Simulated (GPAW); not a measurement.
# TiZn15O16 (ZnO32 Ti1): moments or none, part 2 of 2

Aim: find out whether TiZn15O16 (ZnO32 Ti1) carries moments when they start parallel, and what they gain.

GPAW 26.7.0; PBE; plane waves with GPAW's PAW setups, scalar-relativistic.

So far. Step 2 (Run 1 (ferro +)): After 30 cycles the largest moment stands at 0.815 μB.

**3. Start 2: no spin polarisation**

Without spin polarisation no moment can form, so the difference from the other runs is what forming moments gains.

Input file nospin.py:

```python
import json
import numpy as np
from ase import Atoms
from ase.parallel import paropen, parprint
from gpaw import GPAW

atoms = Atoms(['Ti', 'O', 'Zn', 'O', 'Zn', 'O', 'Zn', 'O', 'Zn', 'O', 'Zn', 'O', 'Zn', 'O', 'Zn', 'O', 'Zn', 'O', 'Zn', 'O', 'Zn', 'O', 'Zn', 'O', 'Zn', 'O', 'Zn', 'O', 'Zn', 'O', 'Zn', 'O'],
    cell=[[6.5, 0.0, 0.0],
         [-3.25, 5.629165, 0.0],
         [0.0, 0.0, 10.414]],
    scaled_positions=[[0.0, 0.0, 0.0],
         [0.166667, 0.333333, 0.059],
         [0.166667, 0.333333, 0.25],
         [0.0, 0.0, 0.309],
         [0.0, 0.0, 0.5],
         [0.166667, 0.333333, 0.559],
         [0.166667, 0.333333, 0.75],
         [0.0, 0.0, 0.809],
         [0.0, 0.5, 0.0],
         [0.166667, 0.833333, 0.059],
         [0.166667, 0.833333, 0.25],
         [0.0, 0.5, 0.309],
         [0.0, 0.5, 0.5],
         [0.166667, 0.833333, 0.559],
         [0.166667, 0.833333, 0.75],
         [0.0, 0.5, 0.809],
         [0.5, 0.0, 0.0],
         [0.666667, 0.333333, 0.059],
         [0.666667, 0.333333, 0.25],
         [0.5, 0.0, 0.309],
         [0.5, 0.0, 0.5],
         [0.666667, 0.333333, 0.559],
         [0.666667, 0.333333, 0.75],
         [0.5, 0.0, 0.809],
         [0.5, 0.5, 0.0],
         [0.666667, 0.833333, 0.059],
         [0.666667, 0.833333, 0.25],
         [0.5, 0.5, 0.309],
         [0.5, 0.5, 0.5],
         [0.666667, 0.833333, 0.559],
         [0.666667, 0.833333, 0.75],
         [0.5, 0.5, 0.809]],
    pbc=True)
atoms.calc = GPAW(mode={'name': 'pw', 'ecut': 600},
    xc='PBE',
    kpts={'size': (5, 5, 3), 'gamma': True},
    occupations={'name': 'fermi-dirac', 'width': 0.05},
    convergence={'density': 1e-05, 'energy': 1e-05},
    maxiter=200,
    mixer={'name': 'pulay', 'beta': 0.05, 'nmaxold': 6, 'weight': 50},
    symmetry={'tolerance': 1e-4},
    txt='nospin.txt')
e = atoms.get_potential_energy(force_consistent=True)
res = {'free_energy': e, 'energy_sigma0': atoms.get_potential_energy(), 'fermi_energy': atoms.calc.get_fermi_level()}
parprint(f'free energy: {e:.6f} eV')
atoms.calc.write('nospin.gpw')
with paropen('results.json', 'w') as f:
    json.dump(res, f)
```

The run is started by

```
$ OMP_NUM_THREADS=1 mpirun -n 4 gpaw python nospin.py > nospin.log
```

Log:

```text
free energy: -152.991901 eV

--- nospin.txt ---
Input parameters:
  mode=PW(ecut=600),
  convergence={'density': 1e-05, 'energy': 1e-05},
  kpts=MonkhorstPack(size=(5, 5, 3), gamma=True),
  maxiter=200,
  mixer=Pulay(name='pulay', nmaxold=6, beta=0.05, weight=50, sigma=0.015, g_ss=None),
  occupations=Occupations(name='fermi-dirac', width=0.05),
  symmetry=Symmetry(tolerance=0.0001),
  xc=XC(name='PBE')

Diagonalizing LCAO Hamiltonian
Converting LCAO to pw mode

          Zn      Zn
         O       O
           OZn     OZn
          O       O
            O       O
         Zn      Zn
           Zn      Zn
         OZn     OZn
            Zn      Zn
          OO      OO

         Zn O    Zn O
           Ti      Zn

Atoms  # Å, Bohr magnetons
|    | symbol |         x |        y |        z |    initial magnetic moments |
|----|--------|-----------|----------|----------|-----------------------------|
|  0 |     Ti |  0.000000 | 0.000000 | 0.000000 | ( 0.0000,  0.0000,  0.0000) |
|  1 |      O |  0.000003 | 1.876386 | 0.614426 | ( 0.0000,  0.0000,  0.0000) |
|  2 |     Zn |  0.000003 | 1.876386 | 2.603500 | ( 0.0000,  0.0000,  0.0000) |
|  3 |      O |  0.000000 | 0.000000 | 3.217926 | ( 0.0000,  0.0000,  0.0000) |
|  4 |     Zn |  0.000000 | 0.000000 | 5.207000 | ( 0.0000,  0.0000,  0.0000) |
|  5 |      O |  0.000003 | 1.876386 | 5.821426 | ( 0.0000,  0.0000,  0.0000) |
|  6 |     Zn |  0.000003 | 1.876386 | 7.810500 | ( 0.0000,  0.0000,  0.0000) |
|  7 |      O |  0.000000 | 0.000000 | 8.424926 | ( 0.0000,  0.0000,  0.0000) |
|  8 |     Zn | -1.625000 | 2.814583 | 0.000000 | ( 0.0000,  0.0000,  0.0000) |
|  9 |      O | -1.624997 | 4.690969 | 0.614426 | ( 0.0000,  0.0000,  0.0000) |
| 10 |     Zn | -1.624997 | 4.690969 | 2.603500 | ( 0.0000,  0.0000,  0.0000) |
| 11 |      O | -1.625000 | 2.814583 | 3.217926 | ( 0.0000,  0.0000,  0.0000) |
| 12 |     Zn | -1.625000 | 2.814583 | 5.207000 | ( 0.0000,  0.0000,  0.0000) |
| 13 |      O | -1.624997 | 4.690969 | 5.821426 | ( 0.0000,  0.0000,  0.0000) |
| 14 |     Zn | -1.624997 | 4.690969 | 7.810500 | ( 0.0000,  0.0000,  0.0000) |
| 15 |      O | -1.625000 | 2.814583 | 8.424926 | ( 0.0000,  0.0000,  0.0000) |
| 16 |     Zn |  3.250000 | 0.000000 | 0.000000 | ( 0.0000,  0.0000,  0.0000) |
| 17 |      O |  3.250003 | 1.876386 | 0.614426 | ( 0.0000,  0.0000,  0.0000) |
| 18 |     Zn |  3.250003 | 1.876386 | 2.603500 | ( 0.0000,  0.0000,  0.0000) |
| 19 |      O |  3.250000 | 0.000000 | 3.217926 | ( 0.0000,  0.0000,  0.0000) |
| 20 |     Zn |  3.250000 | 0.000000 | 5.207000 | ( 0.0000,  0.0000,  0.0000) |
| 21 |      O |  3.250003 | 1.876386 | 5.821426 | ( 0.0000,  0.0000,  0.0000) |
| 22 |     Zn |  3.250003 | 1.876386 | 7.810500 | ( 0.0000,  0.0000,  0.0000) |
| 23 |      O |  3.250000 | 0.000000 | 8.424926 | ( 0.0000,  0.0000,  0.0000) |
| 24 |     Zn |  1.625000 | 2.814583 | 0.000000 | ( 0.0000,  0.0000,  0.0000) |
| 25 |      O |  1.625003 | 4.690969 | 0.614426 | ( 0.0000,  0.0000,  0.0000) |
| 26 |     Zn |  1.625003 | 4.690969 | 2.603500 | ( 0.0000,  0.0000,  0.0000) |
| 27 |      O |  1.625000 | 2.814583 | 3.217926 | ( 0.0000,  0.0000,  0.0000) |
| 28 |     Zn |  1.625000 | 2.814583 | 5.207000 | ( 0.0000,  0.0000,  0.0000) |
| 29 |      O |  1.625003 | 4.690969 | 5.821426 | ( 0.0000,  0.0000,  0.0000) |
| 30 |     Zn |  1.625003 | 4.690969 | 7.810500 | ( 0.0000,  0.0000,  0.0000) |
| 31 |      O |  1.625000 | 2.814583 | 8.424926 | ( 0.0000,  0.0000,  0.0000) |

Unit cell  # Å
| periodic |         x |        y |         z |   lengths |     angles |
|----------|-----------|----------|-----------|-----------|------------|
|      yes |  6.500000 | 0.000000 |  0.000000 |  6.500000 |  90.000000 |
|      yes | -3.250000 | 5.629165 |  0.000000 |  6.500000 |  90.000000 |
|      yes |  0.000000 | 0.000000 | 10.414000 | 10.414000 | 120.000001 |

Number of symmetries: 6

BZ-sampling:
  Number of BZ points: 75
  Number of IBZ points: 12

  Monkhorst-Pack size: [5, 5, 3]
  Monkhorst-Pack shift: [0, 0, 0]

Plane wave coefficients: 12735
Cutoff: 600.0 eV

Spin-components: 1 (collinear spins)
Bands:           177
Projectors:      176
Spin-degeneracy: 2
Datatype:        complex128

Parallelization:
  kpt:    4
  domain: 1
  band:   1

Density:
  Valence electrons: 288.0
  Components: 1
  Grid points: [40 40 60]
  Charge: 0.0  # |e|

Potential:
  Grid points: [40 40 60]

[... setups left out ...]
Reference energy: -788797.550894  # eV

eigensolver:
  PPCG
  Converge bands: occupied
  niter=2

density mixing:
  Pulay-Mixer
  Linear mixing parameters: 0.05
  Old densities: 6
  Fourier metric: weight=50, sigma=0.015

occupation numbers:
  Fermi-Dirac:
    width: 0.0500  # eV

poisson solver:
  ecut: 4800.0  # eV

xc functional:
  name: PBE with 2 nearest neighbor stencil

convergence criteria:
- Maximum integral of absolute [dens]ity change: 1e-05 electrons / valence electron
- Maximum [total energy] change in last 3 cyles: 1e-05 eV / valence electron
- Maximum integral of absolute [eigenst]ate change: 4e-08 eV^2 / valence electron
maximum number of iterations: 200

SCF iterations
|iter     |      energy | eigst |  dens |
|---------|-------------|-------|-------|
|iter:   1|       0s | -178.083037 | +0.91 |       |
|iter:   2|       8s | -170.367258 | -0.19 | -0.98 |
|iter:   3|      16s | -157.016527 | +0.27 | -1.04 |
|iter:   4|      24s | -154.827754 | -0.05 | -1.25 |
|iter:   5|      32s | -153.307915 | -0.44 | -1.46 |
|iter:   6|      40s | -155.556275 | -0.25 | -1.54 |
|iter:   7|      48s | -152.998740 | -0.58 | -1.47 |
|iter:   8|      56s | -152.970204 | -1.62 | -2.01 |
|iter:   9|      64s | -153.122321 | -1.76 | -2.16 |
|iter:  10|      72s | -152.983678 | -1.66 | -2.18 |
[... 11 iterations left out ...]
|iter:  22|     176s | -152.940333c| -5.55 | -3.75 |
|iter:  23|     184s | -152.940333c| -5.91 | -3.88 |
|iter:  24|     192s | -152.940377c| -5.05 | -3.93 |
|iter:  25|     200s | -152.940384c| -5.94 | -4.48 |
|iter:  26|     208s | -152.940385c| -6.61 | -4.67 |
|iter:  27|     216s | -152.940385c| -6.80 | -4.74 |
|iter:  28|     224s | -152.940387c| -6.85 | -4.77 |
|iter:  29|     232s | -152.940386c| -7.13 | -4.88 |
|iter:  30|     240s | -152.940384c| -7.04 | -5.02c|
|iter:  31|     245s | -152.940384c| -7.54c| -5.18c|

Converged in 31 steps
Energy contributions relative to reference atoms: (reference = -788797.550894)

Energy contributions:
  Kinetic:         338.372483
  Coulomb:        -297.842603
  Zero:              2.025413
  External:          0.000000
  Xc:             -195.444161
  Entropy:          -0.103033
  Spinorbit:         0.000000
  ----------------------------
  Free energy:    -152.991901
  Extrapolated:   -152.940384

dipole moment: (-78.600722, -104.780339, -104.005895)  # |e|*Ang

Fermi level: 6.702
Eigenvalues  # (at kpt = [0.000, 0.000, 0.000])
| band index |      eig [eV] | occ [0-2] |
|------------|---------------|-----------|
|          0 |       -52.219 |     2.000 |
|        ... |               |           |
|        136 |         3.614 |     2.000 |
|        137 |         3.614 |     2.000 |
|        138 |         3.819 |     2.000 |
|        139 |         3.819 |     2.000 |
|        140 |         3.924 |     2.000 |
|        141 |         4.264 |     2.000 |
|        142 |         4.264 |     2.000 |
|        143 |         4.924 |     2.000 |
|        144 |         6.732 |     0.710 |
|        145 |         6.732 |     0.710 |
|        146 |         7.306 |     0.000 |
|        147 |         7.501 |     0.000 |
|        148 |         7.639 |     0.000 |
|        149 |         7.639 |     0.000 |
|        150 |         7.928 |     0.000 |
|        151 |         9.292 |     0.000 |
|        ... |               |           |
|        176 |        13.582 |     0.000 |

No gap
No difference between direct/indirect transitions
```

It took 4.4 min on 4 MPI ranks of AMD EPYC 9B45 (Zen 5), shared host; peak memory 2.6 GiB; 18 min of CPU time.

Numbers from this step:

- final state: non-magnetic (no spin polarisation)

It lies 215 meV a seeded atom over the first start.

**4. Ranking**

Energies are divided by the number of seeded atoms, so that cells of unlike size compare.

Orders:

```csv
start,final state,typed order kept,energy over the lowest (meV a seeded atom),largest site moment (μB),net moment (μB a primitive cell),mesh matched,CPU time (s)
ferro +,ferromagnetic,yes,0,0.8145,1.084,yes,1934
no spin polarisation,non-magnetic,-,214.5,0,0,yes,1062
```

**5. What came out**

* lower run: with moments
* largest site moment: 0.815 μB
* energy gained by spin polarisation: 215 meV a seeded atom

What this shows: The crystal holds moments, up to 0.815 μB, and gains 215 meV a seeded atom by them. No antiferromagnetic order was tried, so the session says nothing on how the moments order.

[Long decimals in the printed logs are rounded to 6 places.]

[Logs and program files are shortened in this print: banners, set-up blocks, solver, clock and traceback lines can be left out without a mark of their own.]

[Logs are printed without paths, hosts, clocks, repeated set-up lines and the standing remarks that a program may print on its own settings, such as how far it seeks lower states.]

[Hosts, paths, dates, database ids (printed as entryN), source tags and the programs' standing remarks are cut or masked in the printed files.]

[Where the starting crystal was built by hand or by swapping elements, it need not be the compound's stable phase.]

[Where a cell is said to come from a database of computed structures, the database is the Materials Project.]

[Runs that the program refused, that were killed for memory or that had too few empty states are not shown or counted.]

[Lattice constants of own cells that a recipe calls measured were typed without a cited source.]
